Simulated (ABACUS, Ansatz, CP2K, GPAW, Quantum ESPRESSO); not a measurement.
**The bulk modulus of Ni, sorted by core time**

The structure is cubic, space group Fm-3m (No. 225). Conventional cell: a = 3.475 Å, b = 3.475 Å, c = 3.475 Å, α = 90.00°, β = 90.00°, γ = 90.00°. Ni (site symmetry m-3m) is surrounded by 12 Ni at 2.46 Å.

```tsv
rung	level	program and potentials	cutoff (eV)	k mesh	smearing	core time	chip	bulk modulus (GPa)	notes
LDA	LDA	Ansatz, Ansatz PAW	420	13 × 13 × 13	fermi-dirac 0.05	21 s	Arm Neoverse V2	256.2	potentials made for PBE, which Ansatz adapts in part
GGA	PBE	Ansatz, Ansatz PAW	420	13 × 13 × 13	fermi-dirac 0.05	21 s	Arm Neoverse V2	200.5	-
GGA	PBE	ABACUS, SG15 ONCV 1.2 PBE, plane waves	1333	10 × 10 × 10	fermi-dirac 0.05	1.9 min	AMD EPYC 7R13 Zen 3	(a)	fit through 4 volumes
GGA	PBEsol	GPAW, PAW data sets generated for this functional	600	13 × 13 × 13	fermi-dirac 0.05	2.7 min	Arm Neoverse V1	234.8	moment up to 0.64 μB a cell; this data set often lies off other programs
GGA + dispersion	PBE+D3(BJ)	Quantum ESPRESSO, PseudoDojo 0.4.1 SR PBE standard	1333	13 × 13 × 13	fermi-dirac 0.05	11 min	Arm Neoverse N1	215.3	moment up to 0.64 μB a cell
GGA	PBE	CP2K, GTH_POTENTIALS Ni GTH-PBE-q18; TZVP-MOLOPT-SR-GTH basis	-	13 × 13 × 13	fermi-dirac 0.05	23 min	Arm Neoverse V1	214.8	atomic basis; noisy fit
```

Times are single runs on shared hosts and different chips, so they are rough; meshes, cutoffs and the tasks' sizes weigh on the time. Task: equation of state. All rows: collinear spin, ferromagnetic start. Smearing widths are in eV. The cell comes from a database and isn't always the measured one. For a metal such meshes aren't converged. Meshes differ between rows, which moves values too. Meshes are those of the run's cell of 1 atom unless a note names another. Runs on faulty files, with rough fits or with known faults for this quantity aren't shown. No row holds spin-orbit coupling.

**Question.** Estimate the value left out from the other rows.

**Answer.** (a) 194.7 GPa.
